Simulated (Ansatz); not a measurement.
# Sc2Al: the cost of one run

Computed with Ansatz 0.2.0 (DFT PBEsol, scalar-relativistic, plane waves, PAW, unless a step's input says otherwise).

1 further run of the same task is left out (set aside as unsound or not needed).

### Step 1. The structure to begin with

Symmetry: P6_3/mmc, No. 194, hexagonal system. The conventional cell has a = 4.851 Å, b = 4.851 Å, c = 6.085 Å, α = 90.00°, β = 90.00°, γ = 120.00°. Sc (site symmetry -3m) has 8 Sc at 3.04 to 3.19 Å and 6 Al at 3.19 Å in its first shell of neighbours. Sc (site symmetry -6m2) is surrounded by 5 Al at 2.80 to 3.04 Å and 6 Sc at 3.19 Å. Al (site symmetry -6m2) is surrounded by 11 Sc at 2.80 to 3.19 Å.

As a file:

```
Sc Al
1.0
     4.85090    0.00000    0.00000
    -2.42545    4.20100    0.00000
     0.00000    0.00000    6.08545
Sc Al
4 2
Direct
  0.00000 0.00000 0.00000
  0.00000 0.00000 0.50000
  0.33333 0.66667 0.75000
  0.66667 0.33333 0.25000
  0.33333 0.66667 0.25000
  0.66667 0.33333 0.75000
```

It goes back to an entry of the Materials Project, which need not be the stable form.

It is the result of an earlier relaxation at this level (volume 20.67 Å³/atom; gap on the mesh: none (metal)).

### Step 2. The undisturbed cell

Contents of input.yaml:

```yaml
crystal:
  lattice:
    - [4.8508989717, 0.0, 0.0]
    - [-2.4254494858, 4.2010017407, 0.0]
    - [0.0, 0.0, 6.0854513202]
  atoms:
    - { symbol: Sc, position: [0.0, 0.0, 0.0] }
    - { symbol: Sc, position: [0.0, 0.0, 0.5] }
    - { symbol: Sc, position: [0.3333333333, 0.6666666667, 0.75] }
    - { symbol: Sc, position: [0.6666666667, 0.3333333333, 0.25] }
    - { symbol: Al, position: [0.3333333333, 0.6666666667, 0.25] }
    - { symbol: Al, position: [0.6666666667, 0.3333333333, 0.75] }
basis:
  ecutwfc: 420
kpoints:
  mp_grid: { grid: [12, 12, 6] }
hamiltonian:
  xc: pbesol
scf:
  occupations: { method: gaussian, width: 0.15 }
output:
  forces: true
  stress: true
  eigenvalues: true
  write_density: true
  write_potential: true
  elf: true
  volumetric_format: npy
```

Run with:

```bash
$ ansatz run input.yaml --threads 2 --pin off --max-ram 5120MiB --backend cpu --events-out ev --progress --plain --runs-dir out
```

Q: Estimate wall time and peak memory on 2 threads of Arm Neoverse V2, shared host.

About 9.6 s, with a peak of 0.52 GiB.
